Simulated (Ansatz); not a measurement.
Crystal: P.

```
P
1.0
     1.64774   -5.46504    0.00000
     1.64774    5.46504    0.00000
     0.00000    0.00000    4.54364
P
4
Cartesian
  1.6477 -4.4173 2.6754
  1.6477 4.4173 1.8683
  1.6477 -1.0477 0.4035
  1.6477 1.0477 4.1401
```

Base run:

```yaml
Program: Ansatz 0.2.0
Functional: PBE
Potentials_or_basis: Ansatz PAW
Cutoff: "420 eV (not typed: the program's choice for these potentials)"
k_mesh: 8 × 8 × 6
Occupations: fermi-dirac, width 0.05 eV
Spin: no spin polarisation
```

Its results: band gap on the k mesh 0.10 eV, direct; pressure 2.0 GPa; largest force 0.338 eV/Å.

**Question.** The run is repeated on the same cell with these changes: functional from PBE to PBEsol. What comes out?

**Answer.** Band gap on the k mesh 0.01 eV, direct; pressure -0.6 GPa; largest force 0.297 eV/Å.

PBEsol binds more tightly than PBE, so the same cell stands under less pressure.

Caveats: the PAW data sets come from PBE, with cores solved anew for the run's functional, which leaves a small shift of forces and pressure (some runs).
